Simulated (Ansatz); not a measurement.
# Zn/BN/Cu under bias, part 3 of 5

Wanted: I(V) for Zn/BN/Cu. The lower electrode is Zn hcp(0001), the upper one Cu fcc(111); the barrier is BN zinc blende(111) (whole bilayers). In the first transport cell, after relaxation, the nearest pair of electrode and barrier is Zn–N at 2.60 Å, at a slant, too long for a bond, at the lower face and Cu–B at 2.48 Å, at a slant, at the upper one. A gap without bonds adds to the barrier. All share a net of side 2.66 Å, which strains the lower electrode by +0.0 %, the upper one by +3.6 % and the barrier by +3.6 %, against typed lattice constants near PBE's. The first steps treat the bulk electrodes alone.

Ansatz 0.2.0; PBE DFT, plane waves, PAW files (the session's first sound run).

So far. Step 4 (Relaxing the interfaces): The largest force component on a free atom ends at 0.035 eV/Å. At one or more of this run's solves the program warned of density in the dipole ramp over its bound, where dipole, forces and levels can be off.

**5. The voltage sweep**

This step: PBE DFT, plane waves, PAW files; current against voltage, self-consistent between two reservoirs (Ansatz 0.2.0).

System of this step: Zn/BN/Cu. The cell holds 28 atoms: 11 Zn, 3 N, 3 B and 11 Cu. Cell: a = 2.660 Å, b = 2.660 Å, c = 68.446 Å, α = 90.0°, β = 90.0°, γ = 120.0°. Regions: left electrode, 11 atoms (11 Zn); barrier, 6 atoms (3 N and 3 B); right electrode, 11 atoms (11 Cu). Vacuum lies along c.

Under bias the potential drop changes the barrier, so density and potential are solved anew at each voltage between two reservoirs. The leads must hold the reservoirs as well as the screening charge.

The input, input.yaml:

```yaml
crystal:
  lattice:
    - [2.66, 0.0, 0.0]
    - [-1.33, 2.3036275741, 0.0]
    - [0.0, 0.0, 68.4464667342]
  atoms:
    - { symbol: Zn, position: [0.0, 0.0, 0.1022697056] }
    - { symbol: Zn, position: [0.33333333, 0.66666667, 0.1393248046] }
    - { symbol: Zn, position: [0.0, 0.0, 0.1763799037] }
    - { symbol: Zn, position: [0.33333333, 0.66666667, 0.2134350028] }
    - { symbol: Zn, position: [0.0, 0.0, 0.2504901018] }
    - { symbol: Zn, position: [0.33333333, 0.66666667, 0.2875452009] }
    - { symbol: Zn, position: [0.0, 0.0, 0.3246003] }
    - { symbol: Zn, position: [0.33333333, 0.66666667, 0.361655399] }
    - { symbol: Zn, position: [0.0, 0.0, 0.3987104981] }
    - { symbol: Zn, position: [0.33333333, 0.66666667, 0.4357655971] }
    - { symbol: Zn, position: [0.0, 0.0, 0.4719290915] }
    - { symbol: "N", position: [0.33333333, 0.66666667, 0.5026181224] }
    - { symbol: B, position: [0.66666667, 0.33333333, 0.5090602685] }
    - { symbol: "N", position: [0.66666667, 0.33333333, 0.5327733891] }
    - { symbol: B, position: [0.0, 0.0, 0.5399096341] }
    - { symbol: "N", position: [0.0, 0.0, 0.5633211721] }
    - { symbol: B, position: [0.33333333, 0.66666667, 0.5706407523] }
    - { symbol: Cu, position: [0.66666667, 0.33333333, 0.5990733072] }
    - { symbol: Cu, position: [0.0, 0.0, 0.6293100718] }
    - { symbol: Cu, position: [0.33333333, 0.66666667, 0.659134541] }
    - { symbol: Cu, position: [0.66666667, 0.33333333, 0.6889590102] }
    - { symbol: Cu, position: [0.0, 0.0, 0.7187834794] }
    - { symbol: Cu, position: [0.33333333, 0.66666667, 0.7486079485] }
    - { symbol: Cu, position: [0.66666667, 0.33333333, 0.7784324177] }
    - { symbol: Cu, position: [0.0, 0.0, 0.8082568869] }
    - { symbol: Cu, position: [0.33333333, 0.66666667, 0.8380813561] }
    - { symbol: Cu, position: [0.66666667, 0.33333333, 0.8679058253] }
    - { symbol: Cu, position: [0.0, 0.0, 0.8977302944] }
kpoints:
  mp_grid: { grid: [12, 12, 1] }
scf:
  occupations: { method: fermi_dirac, width: 0.1 }
  max_iter: 150
hamiltonian:
  xc: pbe
output:
  current_voltage:
    bias: [0.5, 2.0, -0.5, -2.0]
    kmesh: [24, 24]
    leads: [[4, 6], [22, 23]]
    electrode_ends: [10, 17]
  write_potential: true
  write_density: true
  volumetric_format: npy
  elf: true
```

Run with:

```console
$ ansatz run input.yaml --threads 4 --pin off --max-ram 16384MiB --backend cpu --events-out ev --progress --plain --runs-dir out
```

Numbers of over 12 decimals in the logs are rounded to 6 here.

The program printed:

```text
[...]
Crystal: 28 atoms, lattice volume = 419.416 Å³
Basis set: ecut = 420 eV, 8383 PW (Γ)
Bands: 219, of which v1, the nominal top of the filled ones, is band 183 counted from 1 (182 counted from 0)
Symmetry: 6 space group operations
[...]
k-points: 19 of 144 (time reversal used)
[...]
SCF iter   1: F=—  HF=-111009.485882 eV  |F-HF|=—  |Δ(HF+E_count)|=         —  Δρ=7.34e-3  dr2=3.04e1  ethr=1.77e-3  ⟨swp⟩=7.3  Hψ=17438  notcnv=0  defer=123
[...]
SCF iter  12: F=-111009.254658 eV  HF=-111009.254658 eV  |F-HF|=7.93e-8  |Δ(HF+E_count)|=   1.66e-8  Δρ=2.25e-6  dr2=9.11e-8  ethr=2.74e-11  ⟨swp⟩=16.8  Hψ=24081  notcnv=0
SCF 1 converged in 12 iterations: F = -111009.254658 eV  dr2 = 9.11e-8
[...]
bias +0 V, iteration  1: dr2 2.22e-1 eV, mean Fermi level 9.7940 eV
bias +0 V, iteration  2: dr2 9.09e-3 eV, mean Fermi level 9.7866 eV
bias +0 V, iteration  3: dr2 4.37e-3 eV, mean Fermi level 9.7902 eV
bias +0 V, iteration  4: dr2 2.66e-4 eV, mean Fermi level 9.7894 eV
bias +0 V, iteration  5: dr2 4.64e-5 eV, mean Fermi level 9.7901 eV
bias +0 V, iteration  6: dr2 7.33e-6 eV, mean Fermi level 9.7901 eV
bias +0 V, iteration  7: dr2 1.44e-6 eV, mean Fermi level 9.7903 eV
bias +0 V, iteration  8: dr2 2.55e-7 eV, mean Fermi level 9.7903 eV
bias +0 V, iteration  9: dr2 1.05e-7 eV, mean Fermi level 9.7904 eV
bias +0 V, iteration 10: dr2 1.42e-8 eV, mean Fermi level 9.7904 eV
bias +0.5 V, iteration  1: dr2 8.31e1 eV, mean Fermi level 9.8282 eV
bias +0.5 V, iteration  2: dr2 2.33e1 eV, mean Fermi level 9.8087 eV
bias +0.5 V, iteration  3: dr2 1.58e0 eV, mean Fermi level 9.7858 eV
bias +0.5 V, iteration  4: dr2 6.45e-2 eV, mean Fermi level 9.7724 eV
bias +0.5 V, iteration  5: dr2 1.99e-2 eV, mean Fermi level 9.7742 eV
bias +0.5 V, iteration  6: dr2 3.05e-3 eV, mean Fermi level 9.7738 eV
bias +0.5 V, iteration  7: dr2 8.24e-5 eV, mean Fermi level 9.7744 eV
bias +0.5 V, iteration  8: dr2 4.18e-5 eV, mean Fermi level 9.7742 eV
bias +0.5 V, iteration  9: dr2 2.44e-5 eV, mean Fermi level 9.7741 eV
bias +0.5 V, iteration 10: dr2 2.82e-6 eV, mean Fermi level 9.7742 eV
bias +0.5 V, iteration 11: dr2 4.98e-7 eV, mean Fermi level 9.7742 eV
bias +0.5 V, iteration 12: dr2 5.27e-8 eV, mean Fermi level 9.7742 eV
bias +2 V, iteration  1: dr2 4.17e2 eV, mean Fermi level 9.8271 eV
bias +2 V, iteration  2: dr2 1.42e1 eV, mean Fermi level 9.7550 eV
bias +2 V, iteration  3: dr2 5.80e0 eV, mean Fermi level 9.7749 eV
bias +2 V, iteration  4: dr2 5.45e-1 eV, mean Fermi level 9.7373 eV
bias +2 V, iteration  5: dr2 6.08e-1 eV, mean Fermi level 9.7244 eV
bias +2 V, iteration  6: dr2 1.80e-1 eV, mean Fermi level 9.7287 eV
bias +2 V, iteration  7: dr2 2.26e-2 eV, mean Fermi level 9.7362 eV
bias +2 V, iteration  8: dr2 3.15e-3 eV, mean Fermi level 9.7330 eV
bias +2 V, iteration  9: dr2 9.31e-4 eV, mean Fermi level 9.7318 eV
bias +2 V, iteration 10: dr2 2.11e-4 eV, mean Fermi level 9.7318 eV
bias +2 V, iteration 11: dr2 6.07e-5 eV, mean Fermi level 9.7320 eV
bias +2 V, iteration 12: dr2 4.39e-5 eV, mean Fermi level 9.7319 eV
bias +2 V, iteration 13: dr2 1.10e-5 eV, mean Fermi level 9.7318 eV
bias +2 V, iteration 14: dr2 2.02e-6 eV, mean Fermi level 9.7319 eV
bias +2 V, iteration 15: dr2 6.46e-7 eV, mean Fermi level 9.7319 eV
bias +2 V, iteration 16: dr2 1.26e-7 eV, mean Fermi level 9.7319 eV
bias +2 V, iteration 17: dr2 2.43e-8 eV, mean Fermi level 9.7319 eV
bias -0.5 V, iteration  1: dr2 1.05e-2 eV, mean Fermi level 9.8062 eV
[...]
bias -2 V, iteration  5: dr2 2.13e-1 eV, mean Fermi level 9.8649 eV
bias -2 V, iteration  6: dr2 1.01e-2 eV, mean Fermi level 9.8646 eV
bias -2 V, iteration  7: dr2 7.04e-3 eV, mean Fermi level 9.8687 eV
bias -2 V, iteration  8: dr2 5.28e-3 eV, mean Fermi level 9.8659 eV
bias -2 V, iteration  9: dr2 1.03e-3 eV, mean Fermi level 9.8661 eV
bias -2 V, iteration 10: dr2 1.28e-4 eV, mean Fermi level 9.8664 eV
bias -2 V, iteration 11: dr2 2.16e-5 eV, mean Fermi level 9.8663 eV
bias -2 V, iteration 12: dr2 8.69e-6 eV, mean Fermi level 9.8663 eV
bias -2 V, iteration 13: dr2 1.66e-6 eV, mean Fermi level 9.8663 eV
bias -2 V, iteration 14: dr2 2.54e-7 eV, mean Fermi level 9.8663 eV
bias -2 V, iteration 15: dr2 1.13e-7 eV, mean Fermi level 9.8663 eV
bias -2 V, iteration 16: dr2 4.00e-8 eV, mean Fermi level 9.8663 eV
transmission: 256 of 2501 steps passed
transmission: 502 of 2501 steps passed
[...]
transmission: 2501 of 2501 steps passed
WARN: The output density's exchange-correlation potential varies sharply where the density is thin. Do not read a vacuum level from v_tot or v_xc, or from such a field of the output density. On a cell that repeats whose density bears no net charge and no dipole along the vacuum's axis use v_es (v_loc + v_h of the components); under efield.dipole_correction with no amplitude use v_es + v_field, which holds any externa [...]
SCF converged after 12 iterations
Free energy (F): -111009.254658 eV
[...]
Internal energy: -111009.014944 eV  (E = F + TS)
E sigma→0 (E₀):  -111009.134801 eV
Entropy (-TS):   -0.239714 eV (-8.561 meV/atom)
Fermi energy:    9.794554 eV
[...]
--- Band table (eV; the first three rows and the last of 19) ---
  k-point 0: bands = [... 179 lower, 8.1498, 8.1498, 8.2547, 8.2547, 8.3126, 8.3126, 8.4044, 8.4044, ... 32 higher]
  k-point 1: bands = [... 179 lower, 8.0243, 8.1147, 8.1564, 8.2417, 8.2615, 8.3097, 8.3187, 8.6028, ... 32 higher]
  k-point 2: bands = [... 179 lower, 8.0671, 8.1729, 8.2778, 8.2865, 8.3350, 8.4586, 8.7712, 9.2275, ... 32 higher]
  k-point 18: bands = [... 179 lower, 10.8053, 11.0669, 11.2165, 11.4355, 11.7024, 12.0060, 12.2412, 12.2430, ... 32 higher]
--- Current–voltage curve ---
  leads      : [4, 6] from 7.00 to 29.83 and [22, 23] from 43.07 to 61.45 Å, reservoirs outside 21.53 and 49.75
  electrodes : end at 32.30 and 41.00 Å
  density    : 252 bands, filled at a thermal energy of 1.000e-1 eV; current at 300 K
  bias (V)   current (A)   every other point   every other energy   edges, levels   drop (V)   electrons moved   misfit (meV)   iterations
        +0      0.0000e0            0.0000e0             0.0000e0        0.0000e0     +0.000            0.00e0           72.1   10
      +0.5     2.3962e-6           2.4778e-6            2.3963e-6      5.5719e-12     +0.453           7.89e-4           78.2   12
        +2     8.9988e-6           8.9264e-6            8.9992e-6      1.5007e-10     +1.844           7.17e-3           85.8   17
      -0.5    -2.3403e-6          -2.3475e-6           -2.3403e-6      2.0454e-11     -0.459          -5.95e-4           76.0   8
        -2    -8.4849e-6          -8.4810e-6           -8.4854e-6      7.6273e-10     -1.833          -1.38e-3           88.2   16
  At 0 V the conductance is 4.7645e-6 S, 7.7754e13 S/m².
  At 2 V, more electrons lie in bound states, which couple to no lead and are filled by their side, than have moved since 0 V: before a thin film that holds them the field can be low. See output.current_voltage.electrode_ends.
```

Wall time 31 min (4 threads of Arm Neoverse V1, shared host); peak memory 4 GiB; 2 h of CPU time.

The column dr2 measures how far the density is from self-consistency, as an energy; F and HF (Harris–Foulkes) agree once it is small.

This run has no spin polarisation although its electron count is odd.

This step gave:

```
free energy              : -111009.2547 eV
Fermi energy             : 9.795 eV
conductance at zero bias : 7.78e13 S/m²
```

Checks by voltage:

| bias (V) | current density (ampere/m²) | current on every other mesh point (ampere) | drop across the junction (V) | electrons moved | electrons in bound states | misfit, lower lead (eV) | misfit, upper lead (eV) | iterations |
| --- | --- | --- | --- | --- | --- | --- | --- | --- |
| -2 | -1.38e14 | -8.48e-6 | -1.833 | -0.001384 | 3.29e-4 | 0.08825 | 0.04679 | 16 |
| -0.5 | -3.82e13 | -2.35e-6 | -0.4586 | -5.95e-4 | 2.00e-5 | 0.076 | 0.06734 | 8 |
| 0 | 0 | 0 | 0 | 0 | 0 | 0.06768 | 0.07209 | 10 |
| 0.5 | 3.91e13 | 2.48e-6 | 0.4529 | 7.89e-4 | 2.03e-5 | 0.05938 | 0.07817 | 12 |
| 2 | 1.47e14 | 8.93e-6 | 1.844 | 0.007172 | 0.02378 | 0.03298 | 0.08582 | 17 |

Cell area 6.128 Å^2. Table of current through one cell by bias:

| bias (V) | current through one cell (μA) |
| --- | --- |
| -2.00 | -8.48 |
| -0.50 | -2.34 |
| 0.00 | 0 |
| 0.50 | 2.40 |
| 2.00 | 9.00 |

Bias 0 V. Transmission and channels, zone mean against energy, zero at the mean Fermi level:

| energy (eV) | transmission | channels, left | channels, right |
| --- | --- | --- | --- |
| -0.259 | 0.0789 | 0.648 | 0.818 |
| -0.233 | 0.0774 | 0.648 | 0.818 |
| -0.207 | 0.0756 | 0.637 | 0.818 |
| -0.181 | 0.0736 | 0.616 | 0.818 |
| -0.155 | 0.0700 | 0.595 | 0.818 |
| -0.129 | 0.0655 | 0.595 | 0.807 |
| -0.103 | 0.0647 | 0.616 | 0.807 |
| -0.078 | 0.0639 | 0.616 | 0.828 |
| -0.052 | 0.0630 | 0.616 | 0.828 |
| -0.026 | 0.0622 | 0.616 | 0.828 |
| 0.000 | 0.0613 | 0.585 | 0.828 |
| 0.026 | 0.0607 | 0.585 | 0.828 |
| 0.052 | 0.0601 | 0.575 | 0.849 |
| 0.078 | 0.0597 | 0.580 | 0.891 |
| 0.103 | 0.0593 | 0.580 | 0.891 |
| 0.129 | 0.0589 | 0.613 | 0.891 |
| 0.155 | 0.0581 | 0.613 | 0.891 |
| 0.181 | 0.0490 | 0.644 | 0.880 |
| 0.207 | 0.0484 | 0.644 | 0.880 |
| 0.233 | 0.0480 | 0.658 | 0.880 |
| 0.259 | 0.0479 | 0.658 | 0.880 |

Bias 2 V. Table of transmission and channels, zone mean by energy, zero at the mean Fermi level:

| energy (eV) | transmission | channels, left | channels, right |
| --- | --- | --- | --- |
| -1.27 | 0.195 | 0.809 | 0.818 |
| -1.19 | 0.167 | 0.799 | 0.818 |
| -1.14 | 0.158 | 0.825 | 0.818 |
| -1.06 | 0.144 | 0.825 | 0.807 |
| -0.98 | 0.143 | 0.856 | 0.828 |
| -0.93 | 0.136 | 0.856 | 0.828 |
| -0.85 | 0.134 | 0.856 | 0.891 |
| -0.78 | 0.133 | 0.814 | 0.891 |
| -0.72 | 0.121 | 0.856 | 0.880 |
| -0.65 | 0.115 | 0.856 | 0.880 |
| -0.59 | 0.103 | 0.783 | 0.870 |
| -0.52 | 0.0971 | 0.804 | 0.870 |
| -0.44 | 0.0916 | 0.783 | 0.870 |
| -0.39 | 0.0887 | 0.804 | 0.870 |
| -0.31 | 0.0855 | 0.814 | 0.880 |
| -0.23 | 0.0615 | 0.814 | 0.859 |
| -0.18 | 0.0589 | 0.752 | 0.859 |
| -0.10 | 0.0560 | 0.752 | 0.911 |
| -0.03 | 0.0433 | 0.731 | 0.901 |
| 0.00 | 0.0423 | 0.720 | 0.901 |
| 0.03 | 0.0413 | 0.720 | 0.901 |
| 0.10 | 0.0385 | 0.752 | 0.901 |
| 0.18 | 0.0347 | 0.720 | 0.901 |
| 0.23 | 0.0323 | 0.752 | 0.901 |
| 0.31 | 0.0246 | 0.752 | 0.891 |
| 0.39 | 0.0164 | 0.762 | 0.870 |
| 0.44 | 0.0152 | 0.741 | 0.870 |
| 0.52 | 0.0129 | 0.689 | 0.870 |
| 0.59 | 0.0112 | 0.668 | 0.865 |
| 0.65 | 0.00919 | 0.648 | 0.854 |
| 0.72 | 0.00811 | 0.648 | 0.854 |
| 0.78 | 0.00705 | 0.616 | 0.896 |
| 0.85 | 0.00603 | 0.616 | 0.885 |
| 0.93 | 0.00498 | 0.595 | 0.844 |
| 0.98 | 0.00476 | 0.575 | 0.833 |
| 1.06 | 0.00435 | 0.613 | 0.812 |
| 1.14 | 0.00380 | 0.644 | 0.812 |
| 1.19 | 0.00348 | 0.658 | 0.812 |
| 1.27 | 0.00348 | 0.710 | 0.802 |

Bias -2 V. Table of transmission and channels, zone mean by energy, zero at the mean Fermi level:

| energy (eV) | transmission | channels, left | channels, right |
| --- | --- | --- | --- |
| -1.189 | 0.0932 | 0.648 | 1.73 |
| -1.137 | 0.124 | 0.637 | 1.65 |
| -1.112 | 0.106 | 0.616 | 1.67 |
| -1.086 | 0.118 | 0.595 | 1.70 |
| -1.008 | 0.112 | 0.616 | 1.69 |
| -0.905 | 0.0923 | 0.585 | 1.70 |
| -0.879 | 0.102 | 0.575 | 1.74 |
| -0.801 | 0.0863 | 0.613 | 1.99 |
| -0.724 | 0.0803 | 0.644 | 2.18 |
| -0.698 | 0.0787 | 0.658 | 2.16 |
| -0.595 | 0.0731 | 0.710 | 1.25 |
| -0.491 | 0.0659 | 0.814 | 0.554 |
| -0.388 | 0.0604 | 0.752 | 0.595 |
| -0.310 | 0.0572 | 0.793 | 0.606 |
| -0.207 | 0.0532 | 0.793 | 0.627 |
| -0.103 | 0.0505 | 0.898 | 0.653 |
| 0.000 | 0.0516 | 0.929 | 0.715 |
| 0.103 | 0.0481 | 0.932 | 0.715 |
| 0.207 | 0.0463 | 0.995 | 0.736 |
| 0.310 | 0.0436 | 0.995 | 0.757 |
| 0.388 | 0.0419 | 1.07 | 0.809 |
| 0.491 | 0.0407 | 1.15 | 0.819 |
| 0.595 | 0.0390 | 1.15 | 0.818 |
| 0.698 | 0.0386 | 1.13 | 0.818 |
| 0.801 | 0.0306 | 1.14 | 0.807 |
| 0.905 | 0.0304 | 1.15 | 0.828 |
| 1.008 | 0.0310 | 1.11 | 0.891 |
| 1.112 | 0.0243 | 1.21 | 0.880 |
| 1.189 | 0.0241 | 1.22 | 0.880 |

Hartree potential energy less that at 0 V, planar mean against z:

| z (Å) | 0.5 V (eV) | 2 V (eV) | -0.5 V (eV) | -2 V (eV) |
| --- | --- | --- | --- | --- |
| 0.0 | -0.0272 | -0.0705 | 0.00718 | 0.06 |
| 2.5 | 0.0915 | 0.405 | -0.114 | -0.421 |
| 5.0 | 0.205 | 0.854 | -0.217 | -0.858 |
| 7.5 | 0.232 | 0.944 | -0.227 | -0.907 |
| 10.0 | 0.231 | 0.942 | -0.229 | -0.903 |
| 12.5 | 0.230 | 0.935 | -0.231 | -0.918 |
| 15.0 | 0.227 | 0.923 | -0.228 | -0.909 |
| 17.5 | 0.222 | 0.905 | -0.220 | -0.877 |
| 20.0 | 0.219 | 0.891 | -0.213 | -0.854 |
| 22.5 | 0.214 | 0.872 | -0.214 | -0.866 |
| 25.0 | 0.210 | 0.860 | -0.212 | -0.865 |
| 27.5 | 0.208 | 0.867 | -0.211 | -0.876 |
| 30.0 | 0.209 | 0.867 | -0.210 | -0.890 |
| 32.5 | 0.206 | 0.860 | -0.210 | -0.887 |
| 35.0 | 0.131 | 0.387 | -0.136 | -0.607 |
| 37.5 | -0.0678 | -0.372 | 0.0869 | 0.357 |
| 40.0 | -0.234 | -0.971 | 0.254 | 1.06 |
| 42.5 | -0.229 | -0.946 | 0.244 | 0.993 |
| 45.0 | -0.244 | -0.994 | 0.250 | 0.986 |
| 47.5 | -0.241 | -0.988 | 0.246 | 0.969 |
| 50.0 | -0.239 | -0.971 | 0.247 | 0.984 |
| 52.5 | -0.246 | -0.990 | 0.252 | 1.01 |
| 55.0 | -0.261 | -1.04 | 0.263 | 1.06 |
| 57.5 | -0.269 | -1.06 | 0.267 | 1.08 |
| 60.0 | -0.268 | -1.06 | 0.269 | 1.09 |
| 62.5 | -0.272 | -1.06 | 0.269 | 1.09 |
| 65.0 | -0.188 | -0.720 | 0.174 | 0.723 |
| 67.5 | -0.0720 | -0.250 | 0.0531 | 0.242 |

Electrostatic potential energy in the ca plane at fractional y = 1.000, with atoms of Zn and B and N and Cu within 0.2 Å of it. With pseudopotentials it is smooth inside the atoms' cores, unlike the true potential.

Ten even steps from '0' (-39 eV) to '9' (12 eV), each cell a mean:
```
41025999999998410269999999840046102899999997
64347999989999633589999999975578646999999998
97789998767999877899998899988899988899977899
99999998656999999999987899989999987899865799
98899998657999988999988899988999988899866899
75468999888999754699999999987789868999988999
52136999999998421379999999961167314899999997
30015999999997300269999999830035001799999996
```
Columns run along c (16.0 Å, from fractional 0.39 to 0.62 of the cell; values clipped at the 3rd and 97th percentile), rows up along a (2.7 Å). Atoms in or near the plane, at fractional coordinates: Zn at (0.40, 0.00), Zn at (0.47, 0.00), B at (0.54, 0.00), N at (0.56, 0.00).

ELF in the ca plane at fractional y = 1.000, with atoms of Zn and B and N and Cu within 0.2 Å of it. It is the smooth field of the valence electrons, not physical close to the nuclei.

Values, 5 rows by 16 columns, each cell a mean:
```
0.08 0.13 0.29 0.33 0.25 0.09 0.10 0.10 0.13 0.21 0.30 0.71 0.63 0.17 0.22 0.22
0.21 0.22 0.22 0.21 0.23 0.22 0.16 0.47 0.55 0.37 0.61 0.33 0.62 0.25 0.17 0.19
0.29 0.27 0.21 0.20 0.23 0.29 0.20 0.63 0.71 0.42 0.57 0.14 0.40 0.30 0.17 0.19
0.17 0.18 0.24 0.23 0.24 0.17 0.14 0.32 0.39 0.32 0.57 0.50 0.72 0.22 0.17 0.20
0.05 0.11 0.31 0.38 0.25 0.06 0.08 0.06 0.06 0.16 0.15 0.74 0.50 0.15 0.24 0.22
```
Columns run along c (16.0 Å, from fractional 0.39 to 0.62 of the cell), rows up along a (2.7 Å). Atoms in or near the plane, at fractional coordinates: Zn at (0.40, 0.00), Zn at (0.47, 0.00), B at (0.54, 0.00), N at (0.56, 0.00).

Valence density in the ca plane at fractional y = 1.000, with atoms of Zn and B and N and Cu within 0.2 Å of it. It is the smooth field of the valence electrons, not physical close to the nuclei.

Ten steps, logarithmic in the rise over the least value, from '0' (0 e/Å³) to '9' (34 e/Å³), each cell a mean:
```
00026873000000000268620000000011122454210000
00013431000010000134310001100012211233200001
00001110000111000011100112210112100122100012
10000000000121100000000123211122100011100122
00000100000121000001000122210122100011100112
00002321000111000123200011100112111222100011
00014752000000000257520000000012222344200000
00027983100000000389720000000011123454310000
```
Columns run along c (16.0 Å, from fractional 0.37 to 0.60 of the cell), rows up along a (2.7 Å). Atoms in or near the plane, at fractional coordinates: Zn at (0.40, 0.00), Zn at (0.47, 0.00), B at (0.54, 0.00), N at (0.56, 0.00).

All 5 points reached self-consistency. On every other mesh point the currents change by up to 3 %. The leads' potential repeats within 88 meV, on the large side, so longer leads could move the currents.

(Continued in part 4 of 5.)

[Logs are printed without paths, hosts, clocks, repeated set-up lines and the standing remarks that a program may print on its own settings, such as how far it seeks lower states.]

[Hosts, paths, dates, database ids (printed as entryN), source tags and the programs' standing remarks are cut or masked in the printed files.]
